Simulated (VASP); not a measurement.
# Mo (Im-3m) in VASP: further runs

Runs on Mo. Level: PBE. Tasks: relaxation of cell and atoms.

All numbers are computed with VASP 6.6.1; they aren't measurements. Logs are shortened: lines on timing, memory, paths and dates and some standing lists are left out, and cuts for length are marked.

### Step 1. Starting point

The structure is cubic, space group Im-3m (No. 229). The conventional cell has a = 3.147 Å, b = 3.147 Å, c = 3.147 Å, α = 90.00°, β = 90.00°, γ = 90.00°. Around Mo (site symmetry m-3m) lie 8 Mo at 2.73 Å.

### Step 2. Relaxation of cell and atoms, PBE

INCAR reads:

```
  ALGO = Normal
  EDIFF = 1E-6
  EDIFFG = -0.01
  ENCUT = 520
  GGA = PE
  IBRION = 2
  ISIF = 3
  ISMEAR = 0
  LASPH = T
  LCHARG = F
  LREAL = F
  LWAVE = F
  NELM = 120
  NSW = 90
  PREC = Accurate
  SIGMA = 0.1
```

KPOINTS reads:

```
k-points
0
Gamma
  19 19 19
```

POSCAR reads:

```
Mo
1.0
   -1.5734150000      1.5734150000      1.5734150000
    1.5734150000     -1.5734150000      1.5734150000
    1.5734150000      1.5734150000     -1.5734150000
Mo
1
Direct
    0.0000000000      0.0000000000      0.0000000000
```

Potentials or basis: VASP PAW PBE potentials, release 64 (Mo_sv).

Launch:

```console
cat potpaw_PBE.64/Mo_sv/POTCAR > POTCAR
mpirun -np 1 vasp_std > vasp.out
```

OUTCAR:

```text
EDIFF = 1E-6
   EDIFFG = -0.01
   ENCUT = 520
   GGA = PE
   IBRION = 2
   ISIF = 3
   ISMEAR = 0
   LASPH = T
   LREAL = F
   NELM = 120
   NSW = 90
   PREC = Accurate

 ion  position               nearest neighbor table
   1  0.000  0.000  0.000-

  LATTYP: Found a body centered cubic cell.
 ALAT       =     3.1468300000

  Lattice vectors:

 A1 = (  -1.5734150000,   1.5734150000,   1.5734150000)
 A2 = (   1.5734150000,  -1.5734150000,   1.5734150000)
 A3 = (   1.5734150000,   1.5734150000,  -1.5734150000)

Analysis of symmetry for initial positions (statically):
=====================================================================
 Subroutine PRICEL returns:
 Original cell was already a primitive cell.

 Routine SETGRP: Setting up the symmetry group for a
 body centered cubic supercell.

 Subroutine GETGRP returns: Found 48 space group operations
 (whereof 48 operations were pure point group operations)
 out of a pool of 48 trial point group operations.

The static configuration has the point symmetry O_h .

Analysis of symmetry for dynamics (positions and initial velocities):
=====================================================================
 Subroutine PRICEL returns:
 Original cell was already a primitive cell.

 Routine SETGRP: Setting up the symmetry group for a
 body centered cubic supercell.

 Subroutine GETGRP returns: Found 48 space group operations
 (whereof 48 operations were pure point group operations)
 out of a pool of 48 trial point group operations.

The dynamic configuration has the point symmetry O_h .

 Subroutine INISYM returns: Found 48 space group operations
 (whereof 48 operations are pure point group operations),
 and found     1 'primitive' translations

----------------------------------------------------------------------------------------

                                     Primitive cell

  volume of cell :      15.5808

  direct lattice vectors                    reciprocal lattice vectors
    -1.573415000  1.573415000  1.573415000     0.000000000  0.317780115  0.317780115
     1.573415000 -1.573415000  1.573415000     0.317780115  0.000000000  0.317780115
     1.573415000  1.573415000 -1.573415000     0.317780115  0.317780115  0.000000000

  length of vectors
     2.725234721  2.725234721  2.725234721     0.449408949  0.449408949  0.449408949

  position of ions in fractional coordinates (direct lattice)
     0.000000000  0.000000000  0.000000000

  ion indices of the primitive-cell ions
   primitive index   ion index
                 1           1

----------------------------------------------------------------------------------------

 KPOINTS: k-points

Automatic generation of k-mesh.
 Grid dimensions read from file:
 generate k-points for:   19   19   19

 Generating k-lattice:

  Cartesian coordinates                     Fractional coordinates (reciprocal lattice)
     0.000000000  0.016725269  0.016725269     0.052631579  0.000000000  0.000000000
     0.016725269  0.000000000  0.016725269     0.000000000  0.052631579  0.000000000
     0.016725269  0.016725269  0.000000000     0.000000000  0.000000000  0.052631579

  Length of vectors
     0.023653103  0.023653103  0.023653103

  Shift w.r.t. Gamma in fractional coordinates (k-lattice)
     0.000000000  0.000000000  0.000000000

 Subroutine IBZKPT returns following result:
 ===========================================

 Found    220 irreducible k-points:

 Following reciprocal coordinates:
            Coordinates               Weight
  0.000000  0.000000  0.000000      1.000000
  0.052632  0.000000  0.000000     12.000000
  0.105263  0.000000  0.000000     12.000000
  0.157895  0.000000  0.000000     12.000000
  0.210526  0.000000  0.000000     12.000000
  0.263158  0.000000  0.000000     12.000000
[... 16 lines left out ...]
  0.263158  0.105263  0.000000     48.000000
  0.315789  0.105263 -0.000000     48.000000
 [... further k-points ...]
   k-points           NKPTS =    220   k-points in BZ     NKDIM =    220   number of bands    NBANDS=     11
   number of dos      NEDOS =    301   number of ions     NIONS =      1
   total plane-waves  NPLWV =   8000
   dimension x,y,z NGX =    20 NGY =   20 NGZ =   20
   dimension x,y,z NGXF=    40 NGYF=   40 NGZF=   40
   ions per type =               1
   NGX,Y,Z   is equivalent  to a cutoff of  12.20, 12.20, 12.20 a.u.
   NGXF,Y,Z  is equivalent  to a cutoff of  24.40, 24.40, 24.40 a.u.
 SYSTEM =  unknown system
   PREC   = accura    normal or accurate (medium, high low for compatibility)
   ISTART =      0    job   : 0-new  1-cont  2-samecut
   ICHARG =      2    charge: 1-file 2-atom 10-const
   ISPIN  =      1    spin polarized calculation?
   LNONCOLLINEAR =      F non collinear calculations
   LSORBIT =      F    spin-orbit coupling
   LASPH  =      T    aspherical Exc in radial PAW
   ENCUT  =  520.0 eV  38.22 Ry    6.18 a.u.   5.07  5.07  5.07*2*pi/ulx,y,z
   NELM   =    120;   NELMIN=  2; NELMDL= -5     # of ELM steps
   EDIFF  = 0.1E-05   stopping-criterion for ELM
   LREAL  =      F    real-space projection
   EDIFFG = -.1E-01   stopping-criterion for IOM
   NSW    =     90    number of steps for IOM
   IBRION =      2    ionic relax: 0-MD 1-quasi-New 2-CG
   NFREE  =      1    steps in history (QN), initial steepest desc. (CG)
   ISIF   =      3    stress and relaxation
   ISYM   =      2    0-nonsym 1-usesym 2-fastsym
   POTIM  = 0.5000    time-step for ionic-motion
   TEBEG  =    0.0;   TEEND  =   0.0 temperature during run
   PSTRESS=    0.0 pullay stress
   NELECT =      14.0000    total number of electrons
   NUPDOWN=      -1.0000    fix difference up-down
   EMIN   =  10.00;   EMAX   =-10.00  energy-range for DOS
   EFERMI =   0.00;   METHOD = LEGACY
   ISMEAR =     0;   SIGMA  =   0.10  broadening in eV -4-tet -1-fermi 0-gaus
   EFERMI_NEDOS =   21; number of points for ismear=-14 and -15
   IALGO  =     38    algorithm
   IMIX   =      4    mixing-type and parameters
     AMIX     =   0.40;   BMIX     =  1.00
     AMIX_MAG =   1.60;   BMIX_MAG =  1.00
  volume/ion in A,a.u.               =      15.58       105.14
  Fermi-wavevector in a.u.,A,eV,Ry     =   1.579747  2.985289 33.954710  2.495601
  Thomas-Fermi vector in A             =   2.680079
   LORBIT       =      0    0 simple, 1 ext, 2 COOP (PROOUT), +10 PAW based schemes
   GGA     = PE    functional components
   LHFCALC =     F    Hartree Fock is set to
   AEXX    =    0.0000 exact exchange contribution
   IVDW    =     0    specifies the selected vdW correction
   LEPSILON=     F    determine dielectric tensor
   LRPA    =     F    only Hartree local field effects (RPA)
 conjugate gradient relaxation of ions
 non-spin polarized calculation
 Gauss-broadening in eV      SIGMA  =   0.10
  energy-cutoff  :      520.00
  volume of cell :       15.58
 maximum number of plane-waves:       435
   NGX = 11   NGY = 11   NGZ = 11

--------------------------------------- Ionic step        1  -------------------------------------------

 number of electron      14.0000001 magnetization

 Free energy of the ion-electron system (eV)
  ---------------------------------------------------
  ext. energy  EPLUGINS =         0.00000000
  ---------------------------------------------------
  free energy    TOTEN  =       -10.93404209 eV

  energy without entropy =      -10.93069951  energy(sigma->0) =      -10.93237080

------------------------ aborting loop because EDIFF is reached ----------------------------------------

  FORCE on cell =-STRESS in cart. coord.  units (eV):
  Direction    XX          YY          ZZ          XY          YZ          ZX
  --------------------------------------------------------------------------------------
  -------------------------------------------------------------------------------------
  Total        0.3933116      0.3933116      0.3933116      0.0000000      0.0000000      0.0000000
  in kB       40.4443151     40.4443151     40.4443151      0.0000000      0.0000000      0.0000000
  external PRESSURE =      40.4443151 kB  Pullay stress =       0.0000000 kB
[... 55 lines left out ...]
  energy  without entropy=      -10.9129689644  energy(sigma->0) =      -10.91447481

--------------------------------------- Ionic step        3  -------------------------------------------

 number of electron      14.0000004 magnetization

 Free energy of the ion-electron system (eV)
  ---------------------------------------------------
  ext. energy  EPLUGINS =         0.00000000
  ---------------------------------------------------
  free energy    TOTEN  =       -10.93699717 eV

  energy without entropy =      -10.93370768  energy(sigma->0) =      -10.93535243

 E-fermi :  12.4232     XC(G=0): -13.3224

 val. band max:       12.3970596973   @ k =   0.3684   0.1053   0.0526
 cond. band min:      12.4572781099   @ k =   0.3684   0.0526  -0.0000
 fundamental gap:      0.0602184126
 Fermi energy:        12.4232248074

 k-point     1 :       0.0000    0.0000    0.0000
  band No.  band energies     occupation
      1     -48.8839      2.00000
      2     -22.1774      2.00000
      3     -22.1774      2.00000
      4     -22.1774      2.00000
      5       5.2033      2.00000
      6      11.0564      2.00000
      7      11.0564      2.00000
      8      11.0564      2.00000
      9      14.0372      0.00000
     10      14.0372      0.00000
     11      27.2121      0.00000
[... 309 lines left out ...]
 k-point    24 :       0.3158    0.1053   -0.0000
  band No.  band energies     occupation
      1     -48.6645      2.00000
      2     -23.3007      2.00000
      3     -22.5729      2.00000
      4     -22.2389      2.00000
      5       7.7014      2.00000
      6       9.3925      2.00000
      7      11.5520      2.00000
      8      13.7472      0.00000
      9      14.7230      0.00000
     10      16.3712      0.00000
     11      25.3383      0.00000

 [... further k-points ...]

------------------------ aborting loop because EDIFF is reached ----------------------------------------

  FORCE on cell =-STRESS in cart. coord.  units (eV):
  Direction    XX          YY          ZZ          XY          YZ          ZX
  --------------------------------------------------------------------------------------
  -------------------------------------------------------------------------------------
  Total       -0.0052832     -0.0052832     -0.0052832     -0.0000000     -0.0000000      0.0000000
  in kB       -0.5349623     -0.5349623     -0.5349623     -0.0000000     -0.0000000      0.0000000
  external PRESSURE =      -0.5349623 kB  Pullay stress =       0.0000000 kB
[... 16 lines left out ...]
  FREE ENERGIE OF THE ION-ELECTRON SYSTEM (eV)
  ---------------------------------------------------
  free  energy   TOTEN  =       -10.9369971722 eV

  energy  without entropy=      -10.9337076788  energy(sigma->0) =      -10.93535243

 reached required accuracy - stopping structural energy minimisation
```

Run time: 26 s. Hardware: 1 thread of Intel Xeon 6975P-C (Granite Rapids), shared host; peak memory 0.15 GiB.

Results:

| Quantity | Value |
| --- | --- |
| Free energy | -10.9370 eV |
| Relaxed volume | 15.82 Å³/atom |
| Relaxed cell | a = 2.739 Å, b = 2.739 Å, c = 2.739 Å, α = 109.47°, β = 109.47°, γ = 109.47° |
| Space group after relaxing (to 0.05 Å) | Im-3m (No. 229) |
| Energy gained by relaxing | 3.0 meV/atom |
| Ionic steps | 3 |
| Pressure after relaxing | -0.1 GPa |
| Band gap on the k mesh | none (metal or under the smearing width) |

The path:
```
step  energy change (eV)  largest force (eV/Å)  pressure (GPa)  volume (Å³)
   1              0.0000                0.0000            4.04        15.58
   2              0.0181                0.0000           -9.77        16.48
   3             -0.0030                0.0000           -0.05        15.82
```

Final structure:
```xyz
1
Lattice="-1.5815 1.5815 1.5815 1.5815 -1.5815 1.5815 1.5815 1.5815 -1.5815" Properties=species:S:1:pos:R:3 pbc="T T T"
Mo    0.0000    0.0000    0.0000
```

(Continued in part 2 of 2.)
